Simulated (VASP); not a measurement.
Here is a VASP 6.6.1 calculation.

Contents of INCAR:

```
  PREC = Accurate
  ENCUT = 600
  EDIFF = 1E-7
  ISMEAR = -1
  SIGMA = 0.05
  LREAL = F
  LASPH = T
  NELM = 80
  ALGO = Fast
  ISIF = 3
  LWAVE = F
  LCHARG = F
  GGA = PS
  IVDW = 11
  IBRION = 2
  NSW = 40
  EDIFFG = -0.005
```

Contents of KPOINTS:

```
regular mesh
0
Gamma
  10 10 5
```

File POSCAR:

```
GaN
1.0
    3.1800000000      0.0000000000      0.0000000000
   -1.5900000000      2.7539607840      0.0000000000
    0.0000000000      0.0000000000      5.1660000000
Ga N
2 2
Direct
    0.6666666667      0.3333333333      0.5000000000
    0.3333333333      0.6666666667      0.0000000000
    0.6666666667      0.3333333333      0.8750000000
    0.3333333333      0.6666666667      0.3750000000
```

Potentials or basis: VASP PAW PBE potentials, release 64 (Ga_d, N).

Launch:

```sh
$ cat potpaw_PBE.64/Ga_d/POTCAR potpaw_PBE.64/N/POTCAR > POTCAR
$ mpirun -np 1 vasp_std > vasp.out
```

Q: Predict the dispersion energy per atom.

A: -0.140 eV.

Q: What does it give for the relaxed cell?

A: a = 3.165 Å, b = 3.165 Å, c = 5.166 Å, α = 90.00°, β = 90.00°, γ = 120.00°.

Q: Predict the space group after relaxing (to 0.05 Å).

A: P6_3mc (No. 186).

Stress tensor (GPa, compression positive):
```
-0.03  0.00  0.00
 0.00 -0.03  0.00
 0.00  0.00  0.06
```

Caveat: the PAW data sets were made with another functional, which shifts forces and pressure a little.
